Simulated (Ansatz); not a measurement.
# Ta27HN: the cost of one run

Program: Ansatz 0.2.0. Level of theory: DFT PBE+D3(BJ), plane waves, PAW, scalar-relativistic, no spin polarisation. These are calculated values, not measurements.

### 1 The system as given

The cell holds 29 atoms (HNTa27): a = 9.930 Å, b = 8.600 Å, c = 17.681 Å, α = 90.00°, β = 90.00°, γ = 54.74°.

Coordinates:

```cif
data_structure
_symmetry_space_group_name_H-M 'P 1'
_symmetry_Int_Tables_number 1
_cell_length_a 9.9300
_cell_length_b 8.5996
_cell_length_c 17.6810
_cell_angle_alpha 90.000
_cell_angle_beta 90.000
_cell_angle_gamma 54.736
_cell_volume 1232.80
loop_
_atom_site_label
_atom_site_type_symbol
_atom_site_fract_x
_atom_site_fract_y
_atom_site_fract_z
_atom_site_occupancy
Ta1 Ta 0.00000 0.00000 0.05656 1
Ta2 Ta 0.33333 0.00000 0.05656 1
Ta3 Ta 0.66667 0.00000 0.05656 1
Ta4 Ta 0.00000 0.33333 0.05656 1
Ta5 Ta 0.33333 0.33333 0.05656 1
Ta6 Ta 0.66667 0.33333 0.05656 1
Ta7 Ta 0.00000 0.66667 0.05656 1
Ta8 Ta 0.33333 0.66667 0.05656 1
Ta9 Ta 0.66667 0.66667 0.05656 1
Ta10 Ta 0.83333 0.33333 0.18893 1
Ta11 Ta 0.16667 0.33333 0.18893 1
Ta12 Ta 0.50000 0.33333 0.18893 1
Ta13 Ta 0.83333 0.66667 0.18893 1
Ta14 Ta 0.16667 0.66667 0.18893 1
Ta15 Ta 0.50000 0.66667 0.18893 1
Ta16 Ta 0.83333 0.00000 0.18893 1
Ta17 Ta 0.16667 0.00000 0.18893 1
Ta18 Ta 0.50000 0.00000 0.18893 1
Ta19 Ta 0.00000 0.00000 0.32131 1
Ta20 Ta 0.33333 0.00000 0.32131 1
Ta21 Ta 0.66667 0.00000 0.32131 1
Ta22 Ta 0.00000 0.33333 0.32131 1
Ta23 Ta 0.33333 0.33333 0.32131 1
Ta24 Ta 0.66667 0.33333 0.32131 1
Ta25 Ta 0.00000 0.66667 0.32131 1
Ta26 Ta 0.33333 0.66667 0.32131 1
Ta27 Ta 0.66667 0.66667 0.32131 1
N1 N 0.17359 0.49615 0.43782 1
H1 H 0.16182 0.50052 0.49607 1
```

### 2 Relaxing the start

File input.yaml:

```yaml
accuracy: low
crystal:
  lattice:
    - [9.93, 0.0, 0.0]
    - [4.965, 7.02157, 0.0]
    - [0.0, 0.0, 17.681047]
  atoms:
    - { symbol: Ta, position: [0.0, 0.0, 0.0565577] }
    - { symbol: Ta, position: [0.3333333, 0.0, 0.0565577] }
    - { symbol: Ta, position: [0.6666667, 0.0, 0.0565577] }
    - { symbol: Ta, position: [0.0, 0.3333333, 0.0565577] }
    - { symbol: Ta, position: [0.3333333, 0.3333333, 0.0565577] }
    - { symbol: Ta, position: [0.6666667, 0.3333333, 0.0565577] }
    - { symbol: Ta, position: [0.0, 0.6666667, 0.0565577] }
    - { symbol: Ta, position: [0.3333333, 0.6666667, 0.0565577] }
    - { symbol: Ta, position: [0.6666667, 0.6666667, 0.0565577] }
    - { symbol: Ta, position: [-0.1666667, 0.3333333, 0.1889324] }
    - { symbol: Ta, position: [0.1666667, 0.3333333, 0.1889324] }
    - { symbol: Ta, position: [0.5, 0.3333333, 0.1889324] }
    - { symbol: Ta, position: [-0.1666667, 0.6666667, 0.1889324] }
    - { symbol: Ta, position: [0.1666667, 0.6666667, 0.1889324] }
    - { symbol: Ta, position: [0.5, 0.6666667, 0.1889324] }
    - { symbol: Ta, position: [-0.1666667, 1.0, 0.1889324] }
    - { symbol: Ta, position: [0.1666667, 1.0, 0.1889324] }
    - { symbol: Ta, position: [0.5, 1.0, 0.1889324] }
    - { symbol: Ta, position: [0.0, 0.0, 0.3213072] }
    - { symbol: Ta, position: [0.3333333, 0.0, 0.3213072] }
    - { symbol: Ta, position: [0.6666667, 0.0, 0.3213072] }
    - { symbol: Ta, position: [0.0, 0.3333333, 0.3213072] }
    - { symbol: Ta, position: [0.3333333, 0.3333333, 0.3213072] }
    - { symbol: Ta, position: [0.6666667, 0.3333333, 0.3213072] }
    - { symbol: Ta, position: [0.0, 0.6666667, 0.3213072] }
    - { symbol: Ta, position: [0.3333333, 0.6666667, 0.3213072] }
    - { symbol: Ta, position: [0.6666667, 0.6666667, 0.3213072] }
    - { symbol: "N", position: [0.1735939, 0.4961485, 0.4378161] }
    - { symbol: H, position: [0.1618237, 0.5005205, 0.4960706] }
basis:
  ecutwfc: 420.0
kpoints:
  mp_grid: { grid: [2, 2, 1] }
hamiltonian:
  xc: pbe
  dispersion: d3bj
  pseudopotentials: { kind: paw, azcp: { folder: soft_1 } }
scf:
  occupations: { method: fermi_dirac, width: 0.15 }
  lower_state_search: "off"
relax:
  f_tol: 0.08
  max_steps: 25
  adjacent_minimum: "off"
  constraints: [{ sites: [0, 1, 2, 3, 4, 5, 6, 7, 8] }]
output:
  write_density: true
  write_potential: true
  elf: true
  volumetric_format: npy
```

Launch:

```
$ ansatz run input.yaml --threads 4 --pin off --max-ram 10240MiB --backend cpu --events-out ev --progress --plain --runs-dir out
```

Q: Estimate wall time and peak memory on 4 threads of Arm Neoverse V1, shared host.

About 6.3 min, with a peak of 4.9 GiB.
